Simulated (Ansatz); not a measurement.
MoS2 (started from an entry of an open crystallographic database), relaxed with r2SCAN+rVV10, was run in the plane-wave code Ansatz under altered settings. All numbers are computed, without spin polarisation but where a row says otherwise.

```
CELL_PARAMETERS angstrom
1.58759 0.91660 6.19393
-1.58759 0.91660 6.19393
0.00000 -1.83319 6.19393
ATOMIC_POSITIONS crystal
Mo 0.00010 0.00010 0.00010
S 0.24979 0.24979 0.24979
S 0.41711 0.41711 0.41711
```

The base run's other keys:
```yaml
kpoints:
  mp_grid: { grid: [6, 6, 6] }
hamiltonian:
  xc: pbesol
scf:
  occupations: { method: fixed }
  n_extra_bands: 4
```

It takes 8 iterations with 1035 plane waves at 420 eV and 32 k points, and leaves a mean stress of -2.49 GPa. The gap over this mesh is 0.913 eV. It ran on 4 threads of Arm Neoverse N1, with other jobs on the host.

Outcomes, with energy and stress as changes against the base:

| setting | outcome | ΔF (meV/atom) | Δ mean stress (GPa) | gap on the mesh (eV) | iterations | wall time |
| --- | --- | --- | --- | --- | --- | --- |
| scf.convergence.dr2_threshold: 1e-12 | converged | 0.0 | 0.00 | 0.913 | 12 | 2 s |
| hamiltonian.xc: lda | converged | – | -2.69 | 0.882 | 9 | 1.7 s |
| scf.mixing.ndim: 30 | converged | 0.0 | 0.00 | 0.913 | 8 | 1.7 s |
| basis.ecutrho_ratio: 8 | converged | 0.0 | 0.00 | 0.913 | 8 | 1.8 s |
| hamiltonian.xc: r2scan (cutoff then 500 eV) | converged | – | +3.64 | 1.031 | 9 | 4 s |
| basis.xc_grid: 3 | converged | 0.0 | 0.00 | 0.913 | 8 | 1.8 s |
| scf.mixing.beta: 1.0 | converged | 0.0 | 0.00 | 0.913 | 8 | 1.7 s |
| kpoints.mp_grid.grid: [5, 5, 5] | converged | -0.1 | +0.01 | 0.972 | 8 | 1.3 s |
| crystal.symmetry.detect: false | converged | 0.0 | 0.00 | 0.913 | 8 | 4.6 s |
| scf.mixing.beta: 0.05 | converged | 0.0 | 0.00 | 0.913 | 9 | 1.8 s |
| scf.occupations: cold 0.001 | converged | 0.0 | 0.00 | 0.913 | 8 | 1.7 s |
| kpoints.mp_grid.shift: [0, 0, 0.5] | converged, warned | -0.2 | 0.00 | 1.206 | 8 | 2.8 s |
| scf.mixing.preconditioner: kerker | converged | 0.0 | 0.00 | 0.914 | 7 | 1.7 s |
| scf.n_bands: 12 | refused | – | – | – | – | 0.02 s |

A dash marks a value that wasn't obtained or can't be compared. Stress is positive in compression. Its mean hides that meshes of lower symmetry stress the axes unequally. The base took 2.4 s.

- hamiltonian.xc: lda. The mean stress moves by -2.69 GPa and the gap on the mesh by -0.032 eV (to 0.882). It's another functional on the same cell, so totals aren't comparable.
- hamiltonian.xc: r2scan. The cutoff follows the functional, from 420 to 500 eV. The mean stress moves by +3.64 GPa and the gap on the mesh by +0.117 eV (to 1.031). It's another functional on the same cell, so totals aren't comparable.
- kpoints.mp_grid.grid: [5, 5, 5]. The free energy moves by -0.1 meV an atom, the mean stress by +0.01 GPa and the gap on the mesh by +0.058 eV (to 0.972). The gap changes mostly because other points are sampled; a mesh that misses a band edge overestimates it. The mesh is too coarse.
- kpoints.mp_grid.shift: [0, 0, 0.5]. The free energy moves by -0.2 meV an atom, the mean stress by 0.00 GPa and the gap on the mesh by +0.292 eV (to 1.206). The mesh breaks the crystal's symmetry, so the stress, and any force that symmetry no longer fixes, lose it too. The gap changes mostly because other points are sampled; a mesh that misses a band edge overestimates it. Warned: symmetry narrowed by mesh.
- scf.n_bands: 12. The program doesn't start. Error: YAML parse error: line 17 column 3: unknown field `n_bands`, expected one of max_iter, algorithm, n_extra_bands, self_checks, convergence, lower_state_search, omitted_lower_state_checks, lower_solution_reach, mixing, occupations, eigensolver, initial_density, exx

Within 1 meV an atom, 0.1 GPa and 0.005 eV of the base stay: scf.convergence.dr2_threshold: 1e-12; scf.mixing.ndim: 30; basis.ecutrho_ratio: 8; basis.xc_grid: 3; scf.mixing.beta: 1.0; crystal.symmetry.detect: false; scf.mixing.beta: 0.05; scf.occupations: cold 0.001; scf.mixing.preconditioner: kerker.

Spin-orbit coupling is left out.
